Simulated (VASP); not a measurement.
# Te (P3_221) in VASP: equation of state

Aim: energy against volume of Te in PBE, for its equilibrium volume and stiffness.

Everything below comes from runs of VASP 6.6.1. Logs are shortened: lines on timing, memory, paths and dates and some standing lists are left out, and cuts for length are marked.

## Step 1: The crystal as given

Symmetry: P3_221, No. 154, trigonal system. Conventional cell: a = 4.447 Å, b = 4.447 Å, c = 5.915 Å, α = 90.00°, β = 90.00°, γ = 120.00°. Te (site symmetry 2) is surrounded by 2 Te at 2.86 Å.

## Step 2: Equation of state, PBE, 31.74 Å³/atom (volume scaled by 0.94)

INCAR

```
SYSTEM = Te
PREC = Accurate
ENCUT = 520
EDIFF = 1E-7
ISMEAR = -1
SIGMA = 0.05
LREAL = .False.
LASPH = .True.
NELM = 80
ALGO = Normal
ISIF = 2
LWAVE = .False.
LCHARG = .False.
GGA = PE
NBANDS = 16
```

KPOINTS

```
regular mesh
0
Gamma
  7 7 5
  0 0 0
```

POSCAR

```
Te
1.0
    4.3561508544      0.0000000000      0.0000000000
   -2.1780754272      3.7725373027      0.0000000000
    0.0000000000      0.0000000000      5.7941734662
Te
3
Direct
    0.7310000000      0.7310000000      0.5000000000
    0.0000000000      0.2690000000      0.8333333333
    0.2690000000      0.0000000000      0.1666666667
```

Potentials or basis: VASP PAW PBE potentials, release 64 (Te).

Started as:

```bash
cat potpaw_PBE.64/Te/POTCAR > POTCAR
mpirun -np 1 vasp_std > vasp.out
```

OUTCAR:

```text
SYSTEM = Te
   PREC = Accurate
   ENCUT = 520
   EDIFF = 1E-7
   ISMEAR = -1
   LREAL = .False.
   LASPH = .True.
   NELM = 80
   ISIF = 2
   GGA = PE

 ion  position               nearest neighbor table
   1  0.731  0.731  0.500-   3 2.80   2 2.80   3 3.39   2 3.39   2 3.39   3 3.39
   2  0.000  0.269  0.833-   1 2.80   3 2.80   1 3.39   1 3.39   3 3.39   3 3.39
   3  0.269  0.000  0.167-   1 2.80   2 2.80   1 3.39   1 3.39   2 3.39   2 3.39

  LATTYP: Found a hexagonal cell.
 ALAT       =     4.3561508544
 C/A-ratio  =     1.3301131342

  Lattice vectors:

 A1 = (   4.3561508544,   0.0000000000,   0.0000000000)
 A2 = (  -2.1780754272,   3.7725373027,   0.0000000000)
 A3 = (   0.0000000000,   0.0000000000,   5.7941734662)

Analysis of symmetry for initial positions (statically):
=====================================================================
 Subroutine PRICEL returns:
 Original cell was already a primitive cell.

 Routine SETGRP: Setting up the symmetry group for a
 hexagonal supercell.

 Subroutine GETGRP returns: Found  6 space group operations
 (whereof  2 operations were pure point group operations)
 out of a pool of 24 trial point group operations.

The static configuration has the point symmetry C_2 .
 The point group associated with its full space group is D_3 .

Analysis of symmetry for dynamics (positions and initial velocities):
=====================================================================
 Subroutine PRICEL returns:
 Original cell was already a primitive cell.

 Routine SETGRP: Setting up the symmetry group for a
 hexagonal supercell.

 Subroutine GETGRP returns: Found  6 space group operations
 (whereof  2 operations were pure point group operations)
 out of a pool of 24 trial point group operations.

The dynamic configuration has the point symmetry C_2 .
 The point group associated with its full space group is D_3 .

 Subroutine INISYM returns: Found  6 space group operations
 (whereof  2 operations are pure point group operations),
 and found     1 'primitive' translations

----------------------------------------------------------------------------------------

                                     Primitive cell

  volume of cell :      95.2199

  direct lattice vectors                    reciprocal lattice vectors
     4.356150854  0.000000000  0.000000000     0.229560461  0.132536794  0.000000000
    -2.178075427  3.772537303  0.000000000     0.000000000  0.265073588  0.000000000
     0.000000000  0.000000000  5.794173466     0.000000000  0.000000000  0.172587170

  length of vectors
     4.356150854  4.356150854  5.794173466     0.265073588  0.265073588  0.172587170

  position of ions in fractional coordinates (direct lattice)
     0.731000000  0.731000000  0.500000000
     1.000000000  0.269000000  0.833333333
     0.269000000  0.000000000  0.166666667

  ion indices of the primitive-cell ions
   primitive index   ion index
                 1           1
                 2           2
                 3           3

----------------------------------------------------------------------------------------

 KPOINTS: regular mesh

Automatic generation of k-mesh.
 Grid dimensions read from file:
 generate k-points for:    7    7    5

 Generating k-lattice:

  Cartesian coordinates                     Fractional coordinates (reciprocal lattice)
     0.032794352  0.018933828  0.000000000     0.142857143  0.000000000  0.000000000
     0.000000000  0.037867655  0.000000000     0.000000000  0.142857143  0.000000000
     0.000000000  0.000000000  0.034517434     0.000000000  0.000000000  0.200000000

  Length of vectors
     0.037867655  0.037867655  0.034517434

  Shift w.r.t. Gamma in fractional coordinates (k-lattice)
     0.000000000  0.000000000  0.000000000

 Subroutine IBZKPT returns following result:
 ===========================================

 Found     32 irreducible k-points:

 Following reciprocal coordinates:
            Coordinates               Weight
  0.000000  0.000000  0.000000      1.000000
  0.142857 -0.000000  0.000000      6.000000
  0.285714 -0.000000  0.000000      6.000000
  0.428571 -0.000000  0.000000      6.000000
  0.142857  0.142857  0.000000      6.000000
  0.285714  0.142857  0.000000     12.000000
[... 24 lines left out ...]
  0.428571  0.142857  0.400000     12.000000
  0.285714  0.285714  0.400000     12.000000
   k-points           NKPTS =     32   k-points in BZ     NKDIM =     32   number of bands    NBANDS=     16
   number of dos      NEDOS =    301   number of ions     NIONS =      3
   total plane-waves  NPLWV =  49152
   dimension x,y,z NGX =    32 NGY =   32 NGZ =   48
   dimension x,y,z NGXF=    64 NGYF=   64 NGZF=   96
   ions per type =               3
   NGX,Y,Z   is equivalent  to a cutoff of  12.21, 12.21, 13.77 a.u.
   NGXF,Y,Z  is equivalent  to a cutoff of  24.42, 24.42, 27.54 a.u.
 SYSTEM =  Te
   PREC   = accura    normal or accurate (medium, high low for compatibility)
   ISTART =      0    job   : 0-new  1-cont  2-samecut
   ICHARG =      2    charge: 1-file 2-atom 10-const
   ISPIN  =      1    spin polarized calculation?
   LNONCOLLINEAR =      F non collinear calculations
   LSORBIT =      F    spin-orbit coupling
   LASPH  =      T    aspherical Exc in radial PAW
   ENCUT  =  520.0 eV  38.22 Ry    6.18 a.u.   8.10  8.10 10.77*2*pi/ulx,y,z
   NELM   =     80;   NELMIN=  2; NELMDL= -5     # of ELM steps
   EDIFF  = 0.1E-06   stopping-criterion for ELM
   LREAL  =      F    real-space projection
   EDIFFG = 0.1E-05   stopping-criterion for IOM
   NSW    =      0    number of steps for IOM
   IBRION =     -1    ionic relax: 0-MD 1-quasi-New 2-CG
   NFREE  =      0    steps in history (QN), initial steepest desc. (CG)
   ISIF   =      2    stress and relaxation
   ISYM   =      2    0-nonsym 1-usesym 2-fastsym
   POTIM  = 0.5000    time-step for ionic-motion
   TEBEG  =    0.0;   TEEND  =   0.0 temperature during run
   PSTRESS=    0.0 pullay stress
   NELECT =      18.0000    total number of electrons
   NUPDOWN=      -1.0000    fix difference up-down
   EMIN   =  10.00;   EMAX   =-10.00  energy-range for DOS
   EFERMI =   0.00;   METHOD = LEGACY
   ISMEAR =    -1;   SIGMA  =   0.05  broadening in eV -4-tet -1-fermi 0-gaus
   EFERMI_NEDOS =   21; number of points for ismear=-14 and -15
   IALGO  =     38    algorithm
   IMIX   =      4    mixing-type and parameters
     AMIX     =   0.40;   BMIX     =  1.00
     AMIX_MAG =   1.60;   BMIX_MAG =  1.00
  volume/ion in A,a.u.               =      31.74       214.19
  Fermi-wavevector in a.u.,A,eV,Ry     =   0.939557  1.775505 12.010773  0.882767
  Thomas-Fermi vector in A             =   2.066881
   LORBIT       =      0    0 simple, 1 ext, 2 COOP (PROOUT), +10 PAW based schemes
   GGA     = PE    functional components
   LHFCALC =     F    Hartree Fock is set to
   AEXX    =    0.0000 exact exchange contribution
   IVDW    =     0    specifies the selected vdW correction
   LEPSILON=     F    determine dielectric tensor
   LRPA    =     F    only Hartree local field effects (RPA)
 non-spin polarized calculation
  energy-cutoff  :      520.00
  volume of cell :       95.22
 maximum number of plane-waves:      2578
   NGX = 17   NGY = 17   NGZ = 21

 number of electron      17.9999999 magnetization

 Free energy of the ion-electron system (eV)
  ---------------------------------------------------
  ext. energy  EPLUGINS =         0.00000000
  ---------------------------------------------------
  free energy    TOTEN  =        -9.28063798 eV

  energy without entropy =       -9.28053410  energy(sigma->0) =       -9.28058604

 E-fermi :   7.0147     XC(G=0):  -9.3620

 val. band max:        6.6819939449   @ k =   0.2857   0.2857   0.4000
 cond. band min:       7.2871590864   @ k =   0.0000   0.0000   0.4000
 fundamental gap:      0.6051651415
 Fermi energy:         7.0146687120

 k-point     1 :       0.0000    0.0000    0.0000
  band No.  band energies     occupation
      1      -7.3194      2.00000
      2      -3.6874      2.00000
      3      -3.6874      2.00000
      4       3.5058      2.00000
      5       3.9762      2.00000
      6       3.9762      2.00000
[... 8 lines left out ...]
     15      12.9385      0.00000
     16      13.0107      0.00000

 k-point     2 :       0.1429   -0.0000    0.0000
  band No.  band energies     occupation
      1      -7.1681      2.00000
      2      -3.7269      2.00000
      3      -3.6350      2.00000
      4       2.5574      2.00000
      5       3.2855      2.00000
      6       3.5583      2.00000
[... 8 lines left out ...]
     15      12.8005      0.00000
     16      13.1823      0.00000

 k-point     3 :       0.2857   -0.0000    0.0000
  band No.  band energies     occupation
      1      -6.7490      2.00000
      2      -3.9637      2.00000
      3      -3.5033      2.00000
      4       1.6647      2.00000
      5       2.5007      2.00000
      6       3.0303      2.00000
[... 8 lines left out ...]
     15      13.3666      0.00000
     16      14.3159      0.00000

 k-point     4 :       0.4286   -0.0000    0.0000
  band No.  band energies     occupation
      1      -6.2450      2.00000
      2      -4.4087      2.00000
      3      -3.3828      2.00000
      4       1.5334      2.00000
      5       2.0839      2.00000
      6       2.7997      2.00000
[... 8 lines left out ...]
     15      14.8809      0.00000
     16      15.6049      0.00000
[... 476 lines left out ...]
 k-point    30 :      -0.1429    0.4286    0.4000
  band No.  band energies     occupation
      1      -5.9093      2.00000
      2      -5.2330      2.00000
      3      -3.0134      2.00000
      4       1.4289      2.00000
      5       2.0883      2.00000
      6       2.6814      2.00000
[... 8 lines left out ...]
     15      12.7276      0.00000
     16      14.6682      0.00000

 k-point    31 :       0.4286    0.1429    0.4000
  band No.  band energies     occupation
      1      -5.6522      2.00000
      2      -5.0726      2.00000
      3      -3.3720      2.00000
      4       0.8413      2.00000
      5       1.9217      2.00000
      6       2.5206      2.00000
[... 8 lines left out ...]
     15      14.4020      0.00000
     16      14.7885      0.00000

 k-point    32 :       0.2857    0.2857    0.4000
  band No.  band energies     occupation
      1      -5.5736      2.00000
      2      -5.0707      2.00000
      3      -3.3853      2.00000
      4       1.1440      2.00000
      5       1.4374      2.00000
      6       1.8675      2.00000
[... 8 lines left out ...]
     15      13.4275      0.00000
     16      13.9299      0.00000

------------------------ aborting loop because EDIFF is reached ----------------------------------------

  FORCE on cell =-STRESS in cart. coord.  units (eV):
  Direction    XX          YY          ZZ          XY          YZ          ZX
  --------------------------------------------------------------------------------------
  -------------------------------------------------------------------------------------
  Total        2.8130435      2.8130435      4.0941028     -0.0000000      0.0000000      0.0000000
  in kB       47.3324607     47.3324607     68.8876520     -0.0000000      0.0000000      0.0000000
  external PRESSURE =      54.5175245 kB  Pullay stress =       0.0000000 kB

 VOLUME and BASIS-vectors are now :
 -----------------------------------------------------------------------------
  energy-cutoff  :      520.00
  volume of cell :       95.22
      direct lattice vectors                 reciprocal lattice vectors
     4.356150854  0.000000000  0.000000000     0.229560461  0.132536794  0.000000000
    -2.178075427  3.772537303  0.000000000     0.000000000  0.265073588  0.000000000
     0.000000000  0.000000000  5.794173466     0.000000000  0.000000000  0.172587170

 POSITION                                       TOTAL-FORCE (eV/Angst)
 -----------------------------------------------------------------------------------
      1.59217      2.75772      2.89709        -0.274801     -0.475969      0.000000
     -0.58590      1.01481      4.82848        -0.274801      0.475969      0.000000
      1.17180      0.00000      0.96570         0.549602      0.000000     -0.000000
 -----------------------------------------------------------------------------------
    total drift:                                0.000000      0.000000      0.000000

  FREE ENERGIE OF THE ION-ELECTRON SYSTEM (eV)
  ---------------------------------------------------
  free  energy   TOTEN  =        -9.2806379756 eV

  energy  without entropy=       -9.2805340970  energy(sigma->0) =       -9.28058604
```

Run time: 24 s. Hardware: 1 thread of AMD EPYC 9R45 (Zen 5), shared host; peak memory 0.18 GiB.

What came out:

* Free energy: -9.2806 eV
* Pressure: 5.5 GPa
* Largest force: 0.550 eV/Å
* Band gap on the k mesh: 0.61 eV, indirect (least direct gap 0.83 eV)

Caveat: spin-orbit coupling is left out, which moves the levels of the heavy elements; an odd mesh through Γ misses points on the zone boundary, where band edges often lie.

## Step 3: Equation of state, PBE, 32.42 Å³/atom (volume scaled by 0.96)

INCAR

```
PREC = Accurate ; ENCUT = 520
EDIFF = 1E-7 ; ISMEAR = -1
SIGMA = 0.05 ; LREAL = F
LASPH = T ; NELM = 100
ALGO = Normal ; ISIF = 2
LWAVE = F ; LCHARG = F
GGA = PE ; NBANDS = 16
```

KPOINTS

```
regular mesh
0
Gamma
  7 7 5
```

POSCAR

```
Te
1.0
    4.3868289839      0.0000000000      0.0000000000
   -2.1934144919      3.7991053421      0.0000000000
    0.0000000000      0.0000000000      5.8349788491
Te
3
Direct
    0.7310000000      0.7310000000      0.5000000000
    0.0000000000      0.2690000000      0.8333333333
    0.2690000000      0.0000000000      0.1666666667
```

Potentials or basis: VASP PAW PBE potentials, release 64 (Te).

Started as:

```bash
cat potpaw_PBE.64/Te/POTCAR > POTCAR
mpirun -np 1 vasp_std > vasp.out
```

Wall time 33 s (1 thread of AMD EPYC 9R45 (Zen 5), shared host); peak memory 0.21 GiB.

The run converged. Its results:

```
Free energy            : -9.3406 eV
Pressure               : 4.1 GPa
Largest force          : 0.419 eV/Å
Band gap on the k mesh : 0.61 eV, indirect (least direct gap 0.81 eV)
```

Caveat: spin-orbit coupling is left out, which moves the levels of the heavy elements; an odd mesh through Γ misses points on the zone boundary, where band edges often lie.

## Step 4: Equation of state, PBE, 33.09 Å³/atom (volume scaled by 0.98)

INCAR

```
PREC = Accurate
ENCUT = 520
EDIFF = 1E-7
ISMEAR = -1
SIGMA = 0.05
LREAL = False
LASPH = True
NELM = 100
ALGO = Normal
ISIF = 2
LWAVE = False
LCHARG = False
GGA = PE
NBANDS = 16
```

KPOINTS is that of step 3.

POSCAR

```
Te
1.0
    4.4170839329      0.0000000000      0.0000000000
   -2.2085419665      3.8253068966      0.0000000000
    0.0000000000      0.0000000000      5.8752213542
Te
3
Direct
    0.7310000000      0.7310000000      0.5000000000
    0.0000000000      0.2690000000      0.8333333333
    0.2690000000      0.0000000000      0.1666666667
```

Started as:

```bash
cat potpaw_PBE.64/Te/POTCAR > POTCAR
mpirun -np 1 vasp_std > vasp.out
```

It took 32 s on 1 thread of AMD EPYC 9R45 (Zen 5), shared host; peak memory 0.21 GiB.

It converged, with:

```
Free energy            : -9.3840 eV
Pressure               : 2.8 GPa
Largest force          : 0.298 eV/Å
Band gap on the k mesh : 0.62 eV, indirect (least direct gap 0.80 eV)
```

Caveat: spin-orbit coupling is left out, which moves the levels of the heavy elements; an odd mesh through Γ misses points on the zone boundary, where band edges often lie.

## Step 5: Equation of state, PBE, 34.44 Å³/atom (volume scaled by 1.02)

INCAR

```
PREC = Accurate ; ENCUT = 520
EDIFF = 1E-7 ; ISMEAR = -1
SIGMA = 0.05 ; LREAL = F
LASPH = T ; NELM = 80
ALGO = Normal ; ISIF = 2
LWAVE = F ; LCHARG = F
GGA = PE ; NBANDS = 16
```

KPOINTS

```
Automatic mesh
0
Gamma
  7 7 5
```

POSCAR

```
Te
1.0
    4.4763807258      0.0000000000      0.0000000000
   -2.2381903629      3.8766594256      0.0000000000
    0.0000000000      0.0000000000      5.9540927972
Te
3
Direct
    0.7310000000      0.7310000000      0.5000000000
    0.0000000000      0.2690000000      0.8333333333
    0.2690000000      0.0000000000      0.1666666667
```

Started as:

```bash
cat potpaw_PBE.64/Te/POTCAR > POTCAR
mpirun -np 1 vasp_std > vasp.out
```

It took 31 s on 1 thread of AMD EPYC 9R45 (Zen 5), shared host; peak memory 0.21 GiB.

Results (log left out):

```
Free energy            : -9.4274 eV
Pressure               : 0.7 GPa
Largest force          : 0.079 eV/Å
Band gap on the k mesh : 0.63 eV, indirect (least direct gap 0.77 eV)
```

Caveat: spin-orbit coupling is left out, which moves the levels of the heavy elements; an odd mesh through Γ misses points on the zone boundary, where band edges often lie.

## Step 6: Equation of state, PBE, 35.12 Å³/atom (volume scaled by 1.04)

INCAR

```
ALGO = Normal
EDIFF = 1E-7
ENCUT = 520
GGA = PE
ISIF = 2
ISMEAR = -1
LASPH = T
LCHARG = F
LREAL = F
LWAVE = F
NBANDS = 16
NELM = 100
PREC = Accurate
SIGMA = 0.05
```

KPOINTS

```
k-points
0
Gamma
  7 7 5
```

POSCAR

```
Te
1.0
    4.5054489476      0.0000000000      0.0000000000
   -2.2527244738      3.9018332442      0.0000000000
    0.0000000000      0.0000000000      5.9927568208
Te
3
Direct
    0.7310000000      0.7310000000      0.5000000000
    0.0000000000      0.2690000000      0.8333333333
    0.2690000000      0.0000000000      0.1666666667
```

Potentials or basis: VASP PAW PBE potentials, release 64 (Te).

Started as:

```bash
cat potpaw_PBE.64/Te/POTCAR > POTCAR
mpirun -np 1 vasp_std > vasp.out
```

It took 34 s on 1 thread of AMD EPYC 9R45 (Zen 5), shared host; peak memory 0.21 GiB.

The run converged. Its results:

* Free energy: -9.4305 eV
* Pressure: -0.2 GPa
* Largest force: 0.019 eV/Å
* Band gap on the k mesh: 0.64 eV, indirect (least direct gap 0.76 eV)

Caveat: spin-orbit coupling is left out, which moves the levels of the heavy elements; an odd mesh through Γ misses points on the zone boundary, where band edges often lie.

[end of part 1 of 2]
